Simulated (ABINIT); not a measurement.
AlN:

```xyz
2
Lattice="0.0000 2.1840 2.1840 2.1840 0.0000 2.1840 2.1840 2.1840 0.0000" Properties=species:S:1:pos:R:3 pbc="T T T"
Al    0.0000    0.0000    0.0000
N     1.0920    1.0920    1.0920
```

Measurements of this composition are mostly on another form, of space group No. 186.

Base run:

| Property | Result |
| --- | --- |
| Program | ABINIT 10.8.3 (patched build) |
| Functional | RPBE |
| Potentials or basis | JTH PAW PBE v2.0 |
| Cutoff | 680 eV |
| k mesh | 10 × 10 × 10 |
| Occupations | fermi-dirac, width 0.05 eV |
| Spin | no spin polarisation |

Its results: band gap on the k mesh 3.33 eV, indirect (least direct gap 4.21 eV).

**Question.** The run is repeated on the same cell with these changes: functional from RPBE to PBEsol. What comes out?

**Answer.** Band gap on the k mesh 3.16 eV, indirect (least direct gap 4.10 eV).

A k mesh can miss the band edges.
